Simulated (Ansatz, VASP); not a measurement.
**MgO: VASP beside Ansatz**

The input INCAR:

```
PREC     = Accurate       # precision mode
ENCUT    = 520            # plane-wave cutoff, eV
EDIFF    = 1E-7           # SCF threshold, eV
ISMEAR   = -1             # smearing method
SIGMA    = 0.01           # smearing width, eV
LREAL    = False          # projectors in reciprocal space
LASPH    = True           # aspherical terms in the spheres
NELM     = 80             # most SCF steps
ALGO     = Normal         # electronic algorithm
ISIF     = 2              # what is computed and relaxed
LWAVE    = False          # write WAVECAR
LCHARG   = True           # write CHGCAR
GGA      = PE             # functional
LELF     = True           # ELF
LVHAR    = True         
NBANDS   = 11             # bands
```

The input KPOINTS:

```
regular mesh
0
Gamma
  8 8 8
```

POSCAR

```
MgO
1.0
    0.0000000000      2.1351500000      2.1351500000
    2.1351500000      0.0000000000      2.1351500000
    2.1351500000      2.1351500000      0.0000000000
Mg O
1 1
Direct
    0.0000000000      0.0000000000      0.0000000000
    0.5000000000      0.5000000000      0.5000000000
```

Input for Ansatz:

```yaml
crystal:
  lattice:
    - [0.0, 2.13515, 2.13515]
    - [2.13515, 0.0, 2.13515]
    - [2.13515, 2.13515, 0.0]
  atoms:
    - { symbol: Mg, position: [0.0, 0.0, 0.0] }
    - { symbol: O, position: [0.5, 0.5, 0.5] }
kpoints:
  mp_grid: { grid: [8, 8, 8] }
scf:
  occupations: { method: fermi_dirac, width: 0.01 }
hamiltonian:
  xc: pbe
  pseudopotentials: { kind: all_electron, lapw: { basis_error: 0.001 } }
output:
  forces: true
  stress: true
  eigenvalues: true
```

Alike in both runs: task single point; functional PBE; k mesh 8 × 8 × 8; occupations fermi-dirac, width 0.01 eV; no spin polarisation.

|  | VASP | Ansatz |
| --- | --- | --- |
| version | VASP 6.6.1 | Ansatz 0.2.0 |
| potentials or method | VASP PAW PBE potentials, release 64 (Mg, O) | all-electron LAPW, scalar-relativistic |
| plane-wave cutoff (eV) | 520 | see its input |

```tsv
	VASP	Ansatz	Ansatz less VASP
gap on the k mesh at the Fermi level (eV)	4.34	4.35	+0.012
pressure (GPa)	-2.4	-1.6	+0.79
```

Ansatz ran all-electron here, so the differences hold the error of VASP's frozen core and of both bases.
